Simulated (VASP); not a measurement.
# CdS (F-43m) in VASP: a series of runs, part 2 of 2

VASP 6.6.1. The steps go on from the part before.

### 5 Single point, PBE

File INCAR:

```
SYSTEM = CdS
PREC     = Accurate       ! precision mode
ENCUT    = 520            ! plane-wave cutoff, eV
EDIFF    = 1E-7           ! SCF threshold, eV
ISMEAR   = 0              ! smearing method
SIGMA    = 0.02           ! smearing width, eV
LREAL    = .FALSE.        ! projectors in reciprocal space
LASPH    = .TRUE.         ! aspherical terms in the spheres
NELM     = 60             ! most SCF steps
ALGO     = Fast           ! electronic algorithm
ISIF     = 2              ! what is computed and relaxed
LWAVE    = .FALSE.        ! write WAVECAR
LCHARG   = .FALSE.        ! write CHGCAR
GGA      = PE             ! functional
NBANDS   = 16             ! bands
```

File KPOINTS:

```
Automatic mesh
0
G
  8 8 8
  0 0 0
```

File POSCAR:

```
CdS
1.0
    0.0000000000      2.9165000000      2.9165000000
    2.9165000000      0.0000000000      2.9165000000
    2.9165000000      2.9165000000      0.0000000000
Cd S
1 1
Direct
    0.0000000000      0.0000000000      0.0000000000
    0.2500000000      0.2500000000      0.2500000000
```

Potentials or basis: VASP PAW PBE potentials, release 64 (Cd, S).

Run with:

```bash
cat potpaw_PBE.64/Cd/POTCAR potpaw_PBE.64/S/POTCAR > POTCAR
mpirun -np 1 vasp_std > vasp.out
```

OUTCAR:

```text
SYSTEM = CdS
   PREC = Accurate
   ENCUT = 520
   EDIFF = 1E-7
   ISMEAR = 0
   LREAL = .FALSE.
   LASPH = .TRUE.
   NELM = 60
   ISIF = 2
   GGA = PE

 ion  position               nearest neighbor table
   1  0.000  0.000  0.000-   2 2.53   2 2.53   2 2.53   2 2.53
   2  0.250  0.250  0.250-   1 2.53   1 2.53   1 2.53   1 2.53

  LATTYP: Found a face centered cubic cell.
 ALAT       =     5.8330000000

  Lattice vectors:

 A1 = (   0.0000000000,   2.9165000000,   2.9165000000)
 A2 = (   2.9165000000,   0.0000000000,   2.9165000000)
 A3 = (   2.9165000000,   2.9165000000,   0.0000000000)

Analysis of symmetry for initial positions (statically):
=====================================================================
 Subroutine PRICEL returns:
 Original cell was already a primitive cell.

 Routine SETGRP: Setting up the symmetry group for a
 face centered cubic supercell.

 Subroutine GETGRP returns: Found 24 space group operations
 (whereof 24 operations were pure point group operations)
 out of a pool of 48 trial point group operations.

The static configuration has the point symmetry T_d .

Analysis of symmetry for dynamics (positions and initial velocities):
=====================================================================
 Subroutine PRICEL returns:
 Original cell was already a primitive cell.

 Routine SETGRP: Setting up the symmetry group for a
 face centered cubic supercell.

 Subroutine GETGRP returns: Found 24 space group operations
 (whereof 24 operations were pure point group operations)
 out of a pool of 48 trial point group operations.

The dynamic configuration has the point symmetry T_d .

 Subroutine INISYM returns: Found 24 space group operations
 (whereof 24 operations are pure point group operations),
 and found     1 'primitive' translations

----------------------------------------------------------------------------------------

                                     Primitive cell

  volume of cell :      49.6153

  direct lattice vectors                    reciprocal lattice vectors
     0.000000000  2.916500000  2.916500000    -0.171438368  0.171438368  0.171438368
     2.916500000  0.000000000  2.916500000     0.171438368 -0.171438368  0.171438368
     2.916500000  2.916500000  0.000000000     0.171438368  0.171438368 -0.171438368

  length of vectors
     4.124553855  4.124553855  4.124553855     0.296939964  0.296939964  0.296939964

  position of ions in fractional coordinates (direct lattice)
     0.000000000  0.000000000  0.000000000
     0.250000000  0.250000000  0.250000000

  ion indices of the primitive-cell ions
   primitive index   ion index
                 1           1
                 2           2

----------------------------------------------------------------------------------------

 KPOINTS: Automatic mesh

Automatic generation of k-mesh.
 Grid dimensions read from file:
 generate k-points for:    8    8    8

 Generating k-lattice:

  Cartesian coordinates                     Fractional coordinates (reciprocal lattice)
    -0.021429796  0.021429796  0.021429796     0.125000000  0.000000000  0.000000000
     0.021429796 -0.021429796  0.021429796     0.000000000  0.125000000  0.000000000
     0.021429796  0.021429796 -0.021429796     0.000000000  0.000000000  0.125000000

  Length of vectors
     0.037117495  0.037117495  0.037117495

  Shift w.r.t. Gamma in fractional coordinates (k-lattice)
     0.000000000  0.000000000  0.000000000

 Subroutine IBZKPT returns following result:
 ===========================================

 Found     29 irreducible k-points:

 Following reciprocal coordinates:
            Coordinates               Weight
  0.000000  0.000000  0.000000      1.000000
  0.125000  0.000000  0.000000      8.000000
  0.250000  0.000000  0.000000      8.000000
  0.375000  0.000000  0.000000      8.000000
  0.500000  0.000000  0.000000      4.000000
  0.125000  0.125000  0.000000      6.000000
[... 16 lines left out ...]
  0.500000  0.250000  0.125000     48.000000
 -0.375000  0.250000  0.125000     24.000000
 [... further k-points ...]
   k-points           NKPTS =     29   k-points in BZ     NKDIM =     29   number of bands    NBANDS=     16
   number of dos      NEDOS =    301   number of ions     NIONS =      2
   total plane-waves  NPLWV =  32768
   dimension x,y,z NGX =    32 NGY =   32 NGZ =   32
   dimension x,y,z NGXF=    64 NGYF=   64 NGZF=   64
   ions per type =               1   1
   NGX,Y,Z   is equivalent  to a cutoff of  12.90, 12.90, 12.90 a.u.
   NGXF,Y,Z  is equivalent  to a cutoff of  25.80, 25.80, 25.80 a.u.
 SYSTEM =  CdS
   PREC   = accura    normal or accurate (medium, high low for compatibility)
   ISTART =      0    job   : 0-new  1-cont  2-samecut
   ICHARG =      2    charge: 1-file 2-atom 10-const
   ISPIN  =      1    spin polarized calculation?
   LNONCOLLINEAR =      F non collinear calculations
   LSORBIT =      F    spin-orbit coupling
   LASPH  =      T    aspherical Exc in radial PAW
   ENCUT  =  520.0 eV  38.22 Ry    6.18 a.u.   7.67  7.67  7.67*2*pi/ulx,y,z
   NELM   =     60;   NELMIN=  2; NELMDL= -5     # of ELM steps
   EDIFF  = 0.1E-06   stopping-criterion for ELM
   LREAL  =      F    real-space projection
   EDIFFG = 0.1E-05   stopping-criterion for IOM
   NSW    =      0    number of steps for IOM
   IBRION =     -1    ionic relax: 0-MD 1-quasi-New 2-CG
   NFREE  =      0    steps in history (QN), initial steepest desc. (CG)
   ISIF   =      2    stress and relaxation
   ISYM   =      2    0-nonsym 1-usesym 2-fastsym
   POTIM  = 0.5000    time-step for ionic-motion
   TEBEG  =    0.0;   TEEND  =   0.0 temperature during run
   PSTRESS=    0.0 pullay stress
   NELECT =      18.0000    total number of electrons
   NUPDOWN=      -1.0000    fix difference up-down
   EMIN   =  10.00;   EMAX   =-10.00  energy-range for DOS
   EFERMI =   0.00;   METHOD = LEGACY
   ISMEAR =     0;   SIGMA  =   0.02  broadening in eV -4-tet -1-fermi 0-gaus
   EFERMI_NEDOS =   21; number of points for ismear=-14 and -15
   IALGO  =     68    algorithm
   IMIX   =      4    mixing-type and parameters
     AMIX     =   0.40;   BMIX     =  1.00
     AMIX_MAG =   1.60;   BMIX_MAG =  1.00
  volume/ion in A,a.u.               =      24.81       167.41
  Fermi-wavevector in a.u.,A,eV,Ry     =   1.167599  2.206442 18.548649  1.363287
  Thomas-Fermi vector in A             =   2.304097
   LORBIT       =      0    0 simple, 1 ext, 2 COOP (PROOUT), +10 PAW based schemes
   GGA     = PE    functional components
   LHFCALC =     F    Hartree Fock is set to
   AEXX    =    0.0000 exact exchange contribution
   IVDW    =     0    specifies the selected vdW correction
   LEPSILON=     F    determine dielectric tensor
   LRPA    =     F    only Hartree local field effects (RPA)
 non-spin polarized calculation
 RMM-DIIS sequential band-by-band and
 Gauss-broadening in eV      SIGMA  =   0.02
  energy-cutoff  :      520.00
  volume of cell :       49.62
 maximum number of plane-waves:      1363
   NGX = 15   NGY = 15   NGZ = 15

 number of electron      18.0000004 magnetization

 Free energy of the ion-electron system (eV)
  ---------------------------------------------------
  ext. energy  EPLUGINS =         0.00000000
  ---------------------------------------------------
  free energy    TOTEN  =        -6.12127783 eV

  energy without entropy =       -6.12127783  energy(sigma->0) =       -6.12127783

 E-fermi :   1.4239     XC(G=0):  -9.1496

 val. band max:        1.3143656954   @ k =   0.0000   0.0000   0.0000
 cond. band min:       2.4641633848   @ k =   0.0000   0.0000   0.0000
 fundamental gap:      1.1497976894
 Fermi energy:         1.4239459331

 k-point     1 :       0.0000    0.0000    0.0000
  band No.  band energies     occupation
      1     -11.0554      2.00000
      2      -6.4137      2.00000
      3      -6.4137      2.00000
      4      -6.4137      2.00000
      5      -5.9338      2.00000
      6      -5.9338      2.00000
[... 8 lines left out ...]
     15      12.7950      0.00000
     16      12.7950      0.00000
[... 419 lines left out ...]
 k-point    24 :      -0.3750    0.2500    0.1250
  band No.  band energies     occupation
      1     -10.5652      2.00000
      2      -6.2497      2.00000
      3      -6.2116      2.00000
      4      -5.9596      2.00000
      5      -5.9070      2.00000
      6      -5.4397      2.00000
[... 8 lines left out ...]
     15      13.6170      0.00000
     16      14.4860      0.00000

 [... further k-points ...]

------------------------ aborting loop because EDIFF is reached ----------------------------------------

  FORCE on cell =-STRESS in cart. coord.  units (eV):
  Direction    XX          YY          ZZ          XY          YZ          ZX
  --------------------------------------------------------------------------------------
  -------------------------------------------------------------------------------------
  Total        0.9948350      0.9948350      0.9948350     -0.0000000      0.0000000     -0.0000000
  in kB       32.1251901     32.1251901     32.1251901     -0.0000000      0.0000000     -0.0000000
  external PRESSURE =      32.1251901 kB  Pullay stress =       0.0000000 kB

 VOLUME and BASIS-vectors are now :
 -----------------------------------------------------------------------------
  energy-cutoff  :      520.00
  volume of cell :       49.62
      direct lattice vectors                 reciprocal lattice vectors
     0.000000000  2.916500000  2.916500000    -0.171438368  0.171438368  0.171438368
     2.916500000  0.000000000  2.916500000     0.171438368 -0.171438368  0.171438368
     2.916500000  2.916500000  0.000000000     0.171438368  0.171438368 -0.171438368

 POSITION                                       TOTAL-FORCE (eV/Angst)
 -----------------------------------------------------------------------------------
      0.00000      0.00000      0.00000         0.000000      0.000000      0.000000
      1.45825      1.45825      1.45825        -0.000000     -0.000000     -0.000000
 -----------------------------------------------------------------------------------
    total drift:                               -0.000000     -0.000000     -0.000000

  FREE ENERGIE OF THE ION-ELECTRON SYSTEM (eV)
  ---------------------------------------------------
  free  energy   TOTEN  =        -6.1212778288 eV

  energy  without entropy=       -6.1212778288  energy(sigma->0) =       -6.12127783
```

Run time: 11 s. Hardware: 1 thread of Intel Xeon Platinum 8559C (Emerald Rapids), shared host; peak memory 0.18 GiB.

What came out:

* Free energy: -6.1213 eV
* Pressure: 3.2 GPa
* Band gap on the k mesh: 1.15 eV, direct

Levels at points of the mesh, in eV from the valence-band top:
```csv
k point,band 6,band 7,band 8,band 9,band 10,band 11,band 12,band 13
"(0.00, 0.00, 0.00)",-7.25,0.00,0.00,0.00,1.15,6.55,6.55,6.55
"(0.50, 0.00, 0.00)",-6.87,-4.40,-0.75,-0.75,3.02,7.01,7.01,7.48
"(0.50, 0.50, 0.00)",-6.80,-3.95,-1.88,-1.88,3.55,4.35,9.23,10.78
```

### 6 Overview

```tsv
k mesh	mesh quality	gap on the mesh (eV)	pressure (GPa)
4 × 4 × 4	coarse	1.14	3.4
6 × 6 × 6	not flagged	1.15	3.2
8 × 8 × 8	not flagged	1.15	3.2
```

Alike in all rows: task single point; level PBE; potentials or basis VASP PAW PBE potentials, release 64 (Cd, S); no spin polarisation; cell as given; cutoff (eV) 520; smearing gaussian 0.02 eV.

Caveats: some runs use coarse meshes.

Absolute energies hang on the potentials; compare differences alone.
